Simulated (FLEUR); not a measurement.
AlCu: equation of state with LDA

Crystal: AlCu.

```
Cu Al
1.0
     2.99751    0.00000    0.00000
     0.00000    2.99751    0.00000
     0.00000    0.00000    2.99751
Cu Al
1 1
Direct
  0.50000 0.50000 0.50000
  0.00000 0.00000 0.00000
```

The cell comes from a database or a generator and needn't be the stable form of this composition.

| Property | Result |
| --- | --- |
| Program | FLEUR MaX-R8.1 (later development tree) |
| Task | equation of state |
| Functional | LDA |
| Potentials or basis | all-electron |
| Basis | FLAPW |
| Kmax | 4.73 1/bohr |
| k mesh | 9 × 9 × 9 |
| Occupations | fermi-dirac, width 0.05 eV |
| Spin | no spin polarisation |

The equilibrium volume is 12.50 Å³/atom (rough: see the caveat). The bulk modulus is 138 GPa (rough).

Energy against volume, from the lowest point:
```csv
volume (Å³/atom),energy (meV/atom)
12.658,0.00
12.928,5.08
13.466,26.99
14.005,61.63
14.274,82.79
```

Caveat: the minimum lies outside the volumes run.
